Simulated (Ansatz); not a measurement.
# A series in volume scale on BaO

Periodic Kohn-Sham DFT of a crystal at fixed atoms, scaled to volume_scale times the given cell; pressure positive in compression, energy less spherical unpolarised free atoms, largest_vzz the field gradient of largest size among the nuclei. The results are calculated, by Ansatz 0.2.0.

The cell before it is scaled or strained (space group Fm-3m, No. 225):
```
BaO
1.0
      0.0000     2.7500     2.7500
      2.7500     0.0000     2.7500
      2.7500     2.7500     0.0000
Ba O
1 1
Direct
  0.00000 0.00000 0.00000
  0.50000 0.50000 0.50000
```

Settings of every row: method all-electron LAPW; functional PBE; relativity scalar; k mesh 9x9x9; filling fermi-dirac; smearing width 0.02 eV; basis error target 1 meV/atom; nucleus gaussian.

Atom start moment: 0 on all atoms.

Limits: no spin-orbit coupling on heavy atoms.

```
row  volume scale  V (Å³/atom)  pressure (GPa)  energy less free atoms (eV/atom)
  1          0.95       19.757           7.776                           -5.9236
  2         0.975       20.277           5.244                           -5.9446
  3             1       20.797           3.031                            -5.958
  4         1.025       21.317               ?                                 ?
  5          1.05       21.837          -0.593                           -5.9654
```

Question: what pressure and energy less free atoms should row 4 give?

Worked fit of pressure. Take u = (V_r/V)^(2/3) − 1 with V_r = 20.537 Å³ an atom, which is twice the finite (Eulerian) strain; such expansions in the strain, on which the Birch-Murnaghan equation of state is built, carry the rest volume and the bulk modulus. The shown rows have u = 0.02615, 0.00853, -0.00835, -0.04009. Least squares give pressure = 4.1007 + 131.262 × u + 353.96 × u² GPa; a straight line predicts inner rows, each left out in turn, worse (root mean square 0.24 against 0.0043 GPa). The rows lie off it by 0.001, -0.002, 0.002, 0.000. The pressure vanishes at u = -0.0344, or V = 21.65 Å³ an atom, and there the bulk modulus at fixed shape and fractions is B = −V dP/dV = (2/3)(1 + u) dP/du = 68.8 GPa. The withheld row has u = -0.02454, so the fit gives 4.1007 + 131.262 × (-0.02454) + 353.96 × (-0.02454)² = 1.093 GPa.

The calculation gave 1.098 GPa. The fit lies 0.005 GPa (0.06 % of the column's range) below it; its largest miss of a shown row is 0.002 GPa.

Worked fit of energy less free atoms. Take u = (V_r/V)^(2/3) − 1 with V_r = 20.537 Å³ an atom, which is twice the finite (Eulerian) strain; such expansions in the strain, on which the Birch-Murnaghan equation of state is built, carry the rest volume and the bulk modulus. The shown rows have u = 0.02615, 0.00853, -0.00835, -0.04009. Least squares give energy less free atoms = −5.95219 + 0.7918 × u + 11.533 × u² eV/atom; a straight line predicts inner rows, each left out in turn, worse (root mean square 0.0079 against 9.3e-07 eV/atom). All shown rows lie on it to the printed digit. Its lowest point lies at u = -0.0343, or V = 21.64 Å³ an atom, and the curvature there gives the bulk modulus at fixed shape and fractions, B = (4/9)(1 + u)² E″(u)/V = 70.8 GPa. The withheld row has u = -0.02454, so the fit gives −5.95219 + 0.7918 × (-0.02454) + 11.533 × (-0.02454)² = -5.9647 eV/atom.

The calculation gave -5.9646 eV/atom. The fit lies 0.0001 eV/atom (0.24 % of the column's range) below it, one unit of the last digit.
